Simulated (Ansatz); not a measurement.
# The In2Se2 bilayer (AB) between two gates, part 2 of 3

How do the bands of the In2Se2 bilayer (AB) follow a displacement field between two gates?

Ansatz 0.2.0; plane-wave DFT, PBE-D3(BJ), Ansatz PAW.

So far. Step 2 (Relaxing the slab): The lattice constant a goes from 4.134 to 4.031 Å.

## 3. Gated layer, displacement field 0, start network

The slab is cut off from its images along the normal. Two sheets of opposite charge stand for the gates, so the stack stays neutral in a displacement field; barriers ahead of the sheets keep electrons from leaking to them. The uncharged case sets the zero.

The cell differs from the one that the last finished run ended in (c 57.786 → 57.109 Å).

Contents of input.yaml:

```yaml
crystal:
  lattice:
    - [4.0311414389, 0.0, 0.0]
    - [-2.0155707195, 3.4910708923, 0.0]
    - [0.0, 0.0, 57.1085820111]
  atoms:
    - { symbol: Se, position: [0.3333333333, 0.6666666667, 0.3799779164] }
    - { symbol: In, position: [0.0, 0.0, 0.402607747] }
    - { symbol: In, position: [0.0, 0.0, 0.4515459967] }
    - { symbol: Se, position: [0.3333333333, 0.6666666667, 0.4740827079] }
    - { symbol: Se, position: [0.6666666667, 0.3333333333, 0.5258896921] }
    - { symbol: In, position: [0.3333333333, 0.6666666667, 0.5484547134] }
    - { symbol: In, position: [0.3333333333, 0.6666666667, 0.5973935408] }
    - { symbol: Se, position: [0.6666666667, 0.3333333333, 0.6200220836] }
  periodic: [true, true, false]
  symmetry: { detect: true }
kpoints:
  mp_grid: { grid: [24, 24, 1] }
  band_path:
    path: [[0, 0, 0], [0.5, 0, 0], [0.33333333, 0.33333333, 0], [0, 0, 0]]
    npoints: 16
hamiltonian:
  xc: pbe
  dispersion: d3bj
scf:
  occupations: { method: fermi_dirac, width: 0.02585 }
  convergence: { dr2_threshold: 1.0e-10 }
output:
  forces: true
  eigenvalues: true
  dos: { projected: true, e_range: [-3, 3], de: 0.01 }
  write_potential: true
  write_density: true
  volumetric_format: npy
  elf: true
external_charges:
  - { charge: 0, barrier: 10, axis: 3, height: 38.909, sigma: 0.25 }
  - { charge: 0, barrier: 10, axis: 3, height: 18.2, sigma: 0.25 }
```

The run is started by

```
$ ansatz run input.yaml --threads 4 --pin off --max-ram 16384MiB --backend cpu --events-out ev --progress --plain --runs-dir out
```

Numbers of over 12 decimals in the logs are rounded to 6 here.

The program printed:

```text
[...]
Crystal: 8 atoms, lattice volume = 803.689 Å³
Basis set: ecut = 420 eV, 15815 PW (Γ), exchange–correlation on 54×54×768 points (8 copies of the dense FFT grid, shifted against one another)
Bands: 70, of which v1, the nominal top of the filled ones, is band 58 counted from 1 (57 counted from 0)
Symmetry: 6 space group operations
[...]
k-points: 61 of 576 (time reversal used)
[...]
SCF iter   1: F=—  HF=-44273.889706 eV  |F-HF|=—  |Δ(HF+E_count)|=         —  Δρ=1.18e-3  dr2=7.42e-2  ethr=1.77e-3  ⟨swp⟩=13.6  Hψ=25916  notcnv=0  defer=40
[...]
SCF iter  14: F=-44273.883175 eV  HF=-44273.883175 eV  |F-HF|=5.68e-10  |Δ(HF+E_count)|=   1.45e-9  Δρ=5.74e-8  dr2=6.86e-11  ethr=1.00e-12  ⟨swp⟩=22.2  Hψ=36534  notcnv=0
SCF 1 converged in 14 iterations: F = -44273.883175 eV  dr2 = 6.86e-11
[...]
NSCF: frozen V_eff on 49 k-points
[...]
SCF converged after 14 iterations
Free energy (F): -44273.883175 eV
[...]
Internal energy: -44273.883175 eV  (E = F + TS)
E sigma→0 (E₀):  -44273.883175 eV
Fermi energy:    -5.034141 eV
[...]
--- Forces (eV/Å), atoms and charges each counted from 1 ---
  atom   1  Se     0.00000000    -0.00000000     0.00682942
  atom   2  In     0.00000000     0.00000000     0.00437022
  atom   3  In    -0.00000000     0.00000000    -0.00208790
  atom   4  Se     0.00000000    -0.00000000     0.00013096
  atom   5  Se     0.00000000    -0.00000000    -0.00070070
  atom   6  In     0.00000000     0.00000000     0.00252196
  atom   7  In    -0.00000000     0.00000000    -0.00427719
  atom   8  Se    -0.00000000    -0.00000000    -0.00679105
  external charge   1     0.00000000     0.00000000     0.00786937
  external charge   2     0.00000000     0.00000000    -0.00786473
  max |Σ_I F_I| component, the external charges' with the atoms': 3.43e-7 eV/Å
--- Band table (eV; the first three rows and the last of 61) ---
  k-point 0: bands = [... 54 lower, -6.3790, -6.3271, -6.3271, -5.6668, -4.5577, -3.8496, -3.1339, -3.0613, ... 8 higher]
  k-point 1: bands = [... 54 lower, -6.3995, -6.3442, -6.2553, -5.6411, -4.4293, -3.7806, -3.0257, -2.9678, ... 8 higher]
  k-point 2: bands = [... 54 lower, -6.4584, -6.3941, -6.1911, -5.6076, -4.1355, -3.6146, -2.7529, -2.7250, ... 8 higher]
  k-point 60: bands = [... 54 lower, -7.3568, -7.2373, -7.0442, -6.8829, -3.4676, -3.3812, -2.8755, -2.8356, ... 8 higher]
```

The job ended after 3.6 min (4 threads of Arm Neoverse V1, shared host; peak memory 3.4 GiB; 14 min of CPU time).

The column dr2 measures how far the density is from self-consistency, as an energy; F and HF (Harris–Foulkes) agree once it is small.

This step gave:

```yaml
gap_on_the_k_mesh: 1.045 eV
gap_along_the_path: 1.044 eV
smallest_direct_gap_along_the_path: 1.109 eV
gap_the_smaller_of_path_and_mesh: 1.044 eV
potential_beyond_the_upper_barrier_and_gate_less_the_barrier_from_the_fermi_level: 5.032 eV
```

Running mean over a fixed 2.5 Å (it still follows the layers) of the planar mean; beyond a gate it holds the 10 eV model barrier. Electron's electrostatic potential energy less the Fermi level against z:

```
z (Å)  electron's electrostatic potential energy less the Fermi level (eV)
    5                                                                 15.0
    6                                                                 15.0
    7                                                                 15.0
    8                                                                 15.0
    9                                                                 15.0
   10                                                                 15.0
   11                                                                 15.0
   12                                                                 15.0
   13                                                                 15.0
   14                                                                 15.0
   15                                                                 15.0
   16                                                                 15.0
   17                                                                 14.5
   18                                                                 10.8
   19                                                                 6.82
   20                                                                 3.81
   21                                                                0.510
   22                                                                -4.02
   23                                                                -4.35
   24                                                                -2.04
   25                                                                -2.43
   26                                                                -4.77
   27                                                                -3.17
   28                                                                0.855
   29                                                                 1.06
   30                                                                -2.70
   31                                                                -4.89
   32                                                                -2.70
   33                                                                -1.93
   34                                                                -4.13
   35                                                                -4.37
   36                                                               0.0167
   37                                                                 3.51
   38                                                                 6.38
   39                                                                 10.4
   40                                                                 14.2
   41                                                                 15.0
   42                                                                 15.0
   43                                                                 15.0
   44                                                                 15.0
   45                                                                 15.0
   46                                                                 15.0
   47                                                                 15.0
   48                                                                 15.0
   49                                                                 15.0
   50                                                                 15.0
   51                                                                 15.0
   52                                                                 15.0
   53                                                                 15.0
```

The density of states has structure finer than the step of the table below, so its rows give means over 0.2 eV, whole bins alone (the curve runs from -3 to 2.47 eV). Peaks (eV: height): -2.86: 14.6, -2.41: 11.9, -2.32: 13.4, -2.20: 17.8, -2.16: 17.0, -1.83: 13.2, -1.08: 12.8.

Density of states against energy, zero at the Fermi level of the run, which the smearing sets inside the gap; means over each step:

```csv
energy (eV),density of states (states/eV a cell)
-2.8,9.65
-2.6,7.63
-2.4,10.3
-2.2,12.2
-2.0,5.60
-1.8,8.62
-1.6,6.17
-1.4,4.29
-1.2,3.68
-1.0,2.88
-0.8,1.03
-0.6,1.36
-0.4,0
-0.2,0
0.0,0
0.2,0
0.4,0.00203
0.6,0.101
0.8,0.139
1.0,0.174
1.2,1.54
1.4,2.89
1.6,6.39
1.8,10.3
2.0,7.71
2.2,5.85
```

Projected DOS per atom over height of the atomic layer and energy from the Fermi level. Layers: Se In In Se Se In In Se from below.

Ten even steps from '0' (0.00 states/eV) to '9' (2.45 states/eV), each cell a mean:
```
01100110
24422442
45543553
23322343
11111111
00000000
00000000
00000000
00000000
00000000
00000000
00000000
10011001
00000000
31123113
31122113
42244214
41144225
81299217
92166129
62155116
62155127
```
Columns: height of the atomic layer (Å) from 21.7 to 35.4 (not evenly spaced); rows upwards: energy from the Fermi level (eV) from -2.98 to 2.47.

The electronic bands at the labelled points (eV, zero at the Fermi level of the run, which the smearing sets inside the gap):

```
  point  band 55  band 56  band 57  band 58  band 59  band 60  band 61  band 62
      Γ    -1.34    -1.29    -1.29    -0.63     0.48     1.18     1.90     1.97
halfway    -1.88    -1.77    -1.10    -0.86     1.69     1.84     1.96     2.20
      M    -2.31    -2.18    -1.88    -1.76     1.13     1.21     1.54     1.67
halfway    -2.41    -2.22    -1.83    -1.78     1.62     1.73     1.86     2.03
      K    -2.32    -2.20    -2.01    -1.85     1.57     1.65     2.16     2.20
halfway    -2.27    -2.19    -1.10    -0.97     2.01     2.15     2.37     2.45
      Γ    -1.34    -1.29    -1.29    -0.63     0.48     1.18     1.90     1.97
```

Valence density in the ca plane at fractional y = 0.667, with atoms of Se and In within 0.2 Å of it. It is the smooth field of the valence electrons, not physical close to the nuclei.

Ten steps, logarithmic in the rise over the least value, from '0' (0 e/Å³) to '9' (27 e/Å³), each cell a mean:
```
00000000000000000000000111000001110000000011
00000000000000000000000111000001110000000011
00000000000000000000000111000001110000000011
00000000000000000000111110000000111110000001
00000000000000000012222110000000112221100000
00000000000000000023563210000000124653100000
00000000000000000126995210000000136985210000
00000000000000000126995210000000137995210000
00000000000000000124663210000000124663100000
00000000000000000012222110000000112222100000
00000000000000000001111110000000111110000001
```
Columns run along c (16.0 Å, from fractional 0.25 to 0.53 of the cell), rows up along a (4.0 Å). Atoms in or near the plane, at fractional coordinates: Se at (0.38, 0.33), Se at (0.47, 0.33).

ELF in the ca plane at fractional y = 0.667, with atoms of Se and In within 0.2 Å of it. It is the smooth field of the valence electrons, not physical close to the nuclei.

Values, 6 rows by 16 columns, each cell a mean:
```
0.00 0.00 0.00 0.00 0.00 0.01 0.07 0.19 0.21 0.28 0.40 0.23 0.21 0.13 0.12 0.64
0.00 0.00 0.00 0.00 0.00 0.03 0.17 0.33 0.26 0.27 0.36 0.23 0.30 0.26 0.11 0.59
0.00 0.00 0.00 0.00 0.02 0.24 0.69 0.76 0.61 0.20 0.12 0.31 0.71 0.75 0.24 0.23
0.00 0.00 0.00 0.00 0.04 0.42 0.84 0.47 0.66 0.21 0.03 0.41 0.55 0.65 0.48 0.08
0.00 0.00 0.00 0.00 0.03 0.38 0.82 0.59 0.67 0.20 0.04 0.39 0.63 0.71 0.43 0.09
0.00 0.00 0.00 0.00 0.01 0.16 0.57 0.71 0.52 0.21 0.19 0.28 0.63 0.67 0.16 0.33
```
Columns run along c (16.0 Å, from fractional 0.25 to 0.53 of the cell), rows up along a (4.0 Å). Atoms in or near the plane, at fractional coordinates: Se at (0.38, 0.33), Se at (0.47, 0.33).

Electrostatic potential energy in the ca plane at fractional y = 0.667, with atoms of Se and In within 0.2 Å of it. With pseudopotentials it is smooth inside the atoms' cores, unlike the true potential.

Values in eV, 6 rows by 16 columns, each cell a mean:
```
 10  10  10  10   2   0  -1  -2  -7  -7  -4  -8  -6  -2  -1  -4
 10  10  10  10   2   0  -1  -3  -7  -6  -3  -7  -5  -2  -1  -4
 10  10  10  10   2   0  -3 -16  -8  -3  -2  -4 -13 -12  -1  -2
 10  10  10  10   2   0 -10 -16 -16  -2  -1  -3 -19 -18  -3  -3
 10  10  10  10   2   0  -8 -19 -14  -2  -2  -3 -19 -19  -2  -3
 10  10  10  10   2   0  -2 -10  -7  -4  -3  -4  -9  -8  -1  -2
```
Columns run along c (16.0 Å, from fractional 0.25 to 0.53 of the cell; values clipped at the 3rd and 97th percentile), rows up along a (4.0 Å). Atoms in or near the plane, at fractional coordinates: Se at (0.38, 0.33), Se at (0.47, 0.33).

The gap, the smaller of path and mesh, is 1.044 eV.

## 4. Gated layer, displacement field 0.905 V/nm

Changes to input.yaml since step 3:

```diff
@@ -30,3 +30,2 @@
   eigenvalues: true
-  dos: { projected: true, e_range: [-3, 3], de: 0.01 }
   write_potential: true
@@ -34,5 +33,6 @@
   volumetric_format: npy
-  elf: true
 external_charges:
   - { charge: 0, barrier: 10, axis: 3, height: 38.909, sigma: 0.25 }
+  - { charge: -0.007037, axis: 3, height: 40.409, sigma: 0.5 }
   - { charge: 0, barrier: 10, axis: 3, height: 18.2, sigma: 0.25 }
+  - { charge: 0.007037, axis: 3, height: 16.7, sigma: 0.5 }
```

The program printed:

```text
[...]
Crystal: 8 atoms, lattice volume = 803.689 Å³
Basis set: ecut = 420 eV, 15815 PW (Γ), exchange–correlation on 54×54×768 points (8 copies of the dense FFT grid, shifted against one another)
Bands: 70, of which v1, the nominal top of the filled ones, is band 58 counted from 1 (57 counted from 0)
Symmetry: 6 space group operations
[...]
k-points: 61 of 576 (time reversal used)
[...]
SCF iter   1: F=—  HF=-44274.796830 eV  |F-HF|=—  |Δ(HF+E_count)|=         —  Δρ=1.61e-2  dr2=3.98e0  ethr=3.10e-3  ⟨swp⟩=13.6  Hψ=25361  notcnv=0  defer=8
[...]
SCF iter  19: F=-44273.880483 eV  HF=-44273.880483 eV  |F-HF|=8.08e-10  |Δ(HF+E_count)|=  2.98e-10  Δρ=1.92e-8  dr2=4.36e-12  ethr=1.00e-12  ⟨swp⟩=7.1  Hψ=23325  notcnv=0
SCF 1 converged in 19 iterations: F = -44273.880483 eV  dr2 = 4.36e-12
[...]
SCF converged after 19 iterations
Free energy (F): -44273.880483 eV
[...]
Internal energy: -44273.880483 eV  (E = F + TS)
E sigma→0 (E₀):  -44273.880483 eV
Fermi energy:    -5.035158 eV
[...]
--- Forces (eV/Å), atoms and charges each counted from 1 ---
  atom   1  Se     0.00000000    -0.00000000    -0.00809046
  atom   2  In    -0.00000000     0.00000000     0.01906410
  atom   3  In     0.00000000     0.00000000     0.01135798
  atom   4  Se     0.00000000    -0.00000000    -0.01258660
  atom   5  Se     0.00000000    -0.00000000    -0.01479201
  atom   6  In     0.00000000     0.00000000     0.01640326
  atom   7  In    -0.00000000     0.00000000     0.01071961
  atom   8  Se    -0.00000000    -0.00000000    -0.02113532
  external charge   1     0.00000000     0.00000000     0.00741264
  external charge   2     0.00000000     0.00000000    -0.00031854
  external charge   3     0.00000000     0.00000000    -0.00835287
  external charge   4     0.00000000     0.00000000     0.00031815
  max |Σ_I F_I| component, the external charges' with the atoms': 6.80e-8 eV/Å
--- Band table (eV; the first three rows and the last of 61) ---
  k-point 0: bands = [... 54 lower, -6.3634, -6.3058, -6.3058, -5.6639, -4.5625, -3.8454, -3.1585, -3.0389, ... 8 higher]
  k-point 1: bands = [... 54 lower, -6.3828, -6.3242, -6.2561, -5.6382, -4.4344, -3.7762, -3.0536, -2.9420, ... 8 higher]
  k-point 2: bands = [... 54 lower, -6.4397, -6.3771, -6.1930, -5.6048, -4.1414, -3.6095, -2.7898, -2.6903, ... 8 higher]
  k-point 60: bands = [... 54 lower, -7.3993, -7.1919, -7.0895, -6.8567, -3.4335, -3.4258, -2.8699, -2.8348, ... 8 higher]
```

Run time: 4.3 min. Hardware: 4 threads; peak memory 2.8 GiB; 17 min of CPU time.

Numbers from this step:

```yaml
gap_on_the_k_mesh: 1.037 eV
gap_along_the_path: 1.036 eV
smallest_direct_gap_along_the_path: 1.101 eV
gap_the_smaller_of_path_and_mesh: 1.036 eV
potential_beyond_the_upper_barrier_and_gate_less_the_barrier_from_the_fermi_level: 5.446 eV
```

The electronic bands at the labelled points (eV, zero at the Fermi level of the run, which the smearing sets inside the gap):

```
  point  band 55  band 56  band 57  band 58  band 59  band 60  band 61  band 62
      Γ    -1.33    -1.27    -1.27    -0.63     0.47     1.19     1.88     2.00
halfway    -1.86    -1.76    -1.11    -0.86     1.68     1.84     1.97     2.20
      M    -2.30    -2.17    -1.87    -1.77     1.13     1.21     1.54     1.68
halfway    -2.39    -2.23    -1.82    -1.78     1.60     1.77     1.83     2.05
      K    -2.36    -2.16    -2.05    -1.82     1.60     1.61     2.17     2.20
halfway    -2.25    -2.18    -1.10    -0.96     2.00     2.16     2.35     2.47
      Γ    -1.33    -1.27    -1.27    -0.63     0.47     1.19     1.88     2.00
```

The gap, the smaller of path and mesh, is 1.036 eV.

## 5. Gated layer, displacement field 1.81 V/nm

Changes to input.yaml since step 4:

```diff
@@ -35,4 +35,4 @@
   - { charge: 0, barrier: 10, axis: 3, height: 38.909, sigma: 0.25 }
-  - { charge: -0.007037, axis: 3, height: 40.409, sigma: 0.5 }
+  - { charge: -0.014073, axis: 3, height: 40.409, sigma: 0.5 }
   - { charge: 0, barrier: 10, axis: 3, height: 18.2, sigma: 0.25 }
-  - { charge: 0.007037, axis: 3, height: 16.7, sigma: 0.5 }
+  - { charge: 0.014073, axis: 3, height: 16.7, sigma: 0.5 }
```

The program printed:

```text
[...]
Crystal: 8 atoms, lattice volume = 803.689 Å³
Basis set: ecut = 420 eV, 15815 PW (Γ), exchange–correlation on 54×54×768 points (8 copies of the dense FFT grid, shifted against one another)
Bands: 70, of which v1, the nominal top of the filled ones, is band 58 counted from 1 (57 counted from 0)
Symmetry: 6 space group operations
[...]
k-points: 61 of 576 (time reversal used)
[...]
--- Band table (eV; the first three rows and the last of 61) ---
  k-point 0: bands = [... 54 lower, -6.3478, -6.2577, -6.2577, -5.6587, -4.5716, -3.8393, -3.1942, -3.0051, ... 8 higher]
  k-point 1: bands = [... 54 lower, -6.3665, -6.2772, -6.2579, -5.6323, -4.4448, -3.7689, -3.0920, -2.9059, ... 8 higher]
  k-point 2: bands = [... 54 lower, -6.4215, -6.3333, -6.1993, -5.5980, -4.1548, -3.5994, -2.8328, -2.6501, ... 8 higher]
  k-point 60: bands = [... 54 lower, -7.4432, -7.1458, -7.1356, -6.8280, -3.4716, -3.4039, -2.9020, -2.7963, ... 8 higher]
[key lines of the parts left out:]
SCF converged after 18 iterations
Free energy (F): -44273.872339 eV
Fermi energy:    -5.035935 eV
```

Elapsed: 4 min, on 4 threads; peak memory 2.8 GiB; 16 min of CPU time.

The gap, the smaller of path and mesh, is 1.020 eV.

## 6. Gated layer, displacement field 2.71 V/nm

Changes to input.yaml since step 5:

```diff
@@ -35,4 +35,4 @@
   - { charge: 0, barrier: 10, axis: 3, height: 38.909, sigma: 0.25 }
-  - { charge: -0.014073, axis: 3, height: 40.409, sigma: 0.5 }
+  - { charge: -0.02111, axis: 3, height: 40.409, sigma: 0.5 }
   - { charge: 0, barrier: 10, axis: 3, height: 18.2, sigma: 0.25 }
-  - { charge: 0.014073, axis: 3, height: 16.7, sigma: 0.5 }
+  - { charge: 0.02111, axis: 3, height: 16.7, sigma: 0.5 }
```

The program printed:

```text
[...]
Crystal: 8 atoms, lattice volume = 803.689 Å³
Basis set: ecut = 420 eV, 15815 PW (Γ), exchange–correlation on 54×54×768 points (8 copies of the dense FFT grid, shifted against one another)
Bands: 70, of which v1, the nominal top of the filled ones, is band 58 counted from 1 (57 counted from 0)
Symmetry: 6 space group operations
[...]
k-points: 61 of 576 (time reversal used)
[...]
--- Band table (eV; the first three rows and the last of 61) ---
  k-point 0: bands = [... 54 lower, -6.3305, -6.2045, -6.2045, -5.6517, -4.5846, -3.8317, -3.2320, -2.9690, ... 8 higher]
  k-point 1: bands = [... 54 lower, -6.3333, -6.2583, -6.2245, -5.6239, -4.4600, -3.7593, -3.1319, -2.8684, ... 8 higher]
  k-point 2: bands = [... 54 lower, -6.4042, -6.2819, -6.2094, -5.5877, -4.1749, -3.5852, -2.8764, -2.6100, ... 8 higher]
  k-point 60: bands = [... 54 lower, -7.4878, -7.1824, -7.0993, -6.7978, -3.5183, -3.3802, -2.9305, -2.7603, ... 8 higher]
[key lines of the parts left out:]
SCF converged after 18 iterations
Free energy (F): -44273.858745 eV
Fermi energy:    -5.036558 eV
```

Wall time 4.1 min (4 threads); peak memory 2.8 GiB.

The gap, the smaller of path and mesh, is 0.995 eV.

(Part 2 of 3 ends here.)

[Logs are printed without paths, hosts, clocks, repeated set-up lines and the standing remarks that a program may print on its own settings, such as how far it seeks lower states.]

[Hosts, paths, dates, database ids (printed as entryN), source tags and the programs' standing remarks are cut or masked in the printed files.]

[Maps of the electrostatic potential energy from Ansatz leave out the sawtooth potential of an applied field or a dipole correction, so their vacuum need not be flat; planar profiles and work functions include it.]
